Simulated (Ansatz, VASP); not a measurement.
## One calculation of TiAl, two programs

File INCAR:

```
SYSTEM = TiAl
PREC = Accurate ; ENCUT = 520
EDIFF = 1E-6 ; ISMEAR = 0
SIGMA = 0.15 ; LREAL = .False.
LASPH = .True. ; NELM = 100
ALGO = Fast ; ISIF = 2
LWAVE = .False. ; LCHARG = .False.
GGA = PS ; NBANDS = 14
```

Contents of KPOINTS:

```
Automatic mesh
0
Gamma
  14 14 14
  0 0 0
```

File POSCAR:

```
TiAl
1.0
    3.1563759507      0.0000000000      0.0000000000
    0.0000000000      3.1563759507      0.0000000000
    0.0000000000      0.0000000000      3.1563759507
Ti Al
1 1
Direct
    0.0000000000      0.0000000000      0.0000000000
    0.5000000000      0.5000000000      0.5000000000
```

Input for Ansatz:

```yaml
crystal:
  lattice:
    - [3.1563759506, 0.0, 0.0]
    - [0.0, 3.1563759506, 0.0]
    - [0.0, 0.0, 3.1563759506]
  atoms:
    - { symbol: Ti, position: [0.0, 0.0, 0.0] }
    - { symbol: Al, position: [0.5, 0.5, 0.5] }
basis:
  ecutwfc: 520.0
kpoints:
  mp_grid: { grid: [14, 14, 14] }
hamiltonian:
  xc: pbesol
scf:
  occupations: { method: gaussian, width: 0.15 }
output:
  forces: true
  stress: true
  eigenvalues: true
  write_density: true
  write_potential: true
  elf: true
  volumetric_format: npy
```

The cell comes from a database or a generator and needn't be the stable form of this composition.

Alike in both runs: task single point; functional PBEsol; k mesh 14 × 14 × 14; occupations gaussian, width 0.15 eV; no spin polarisation.

|  | VASP | Ansatz |
| --- | --- | --- |
| version | VASP 6.6.1 | Ansatz 0.2.0 |
| potentials or method | VASP PAW PBE potentials, release 64 (Ti_sv, Al) | scalar-relativistic, plane waves, PAW |
| plane-wave cutoff (eV) | 520 | 520 |
| valence electrons in the cell | 15 | 15 |

|  | VASP | Ansatz | Ansatz less VASP |
| --- | --- | --- | --- |
| gap on the k mesh at the Fermi level (eV) | none | none | - |
| pressure (GPa) | 0.1 | 0.0 | -0.06 |

A gap of «none» marks a metal or a gap that the smearing closes.

Caveats: the PAW data sets were made with another functional, which shifts forces and pressure a little (VASP).
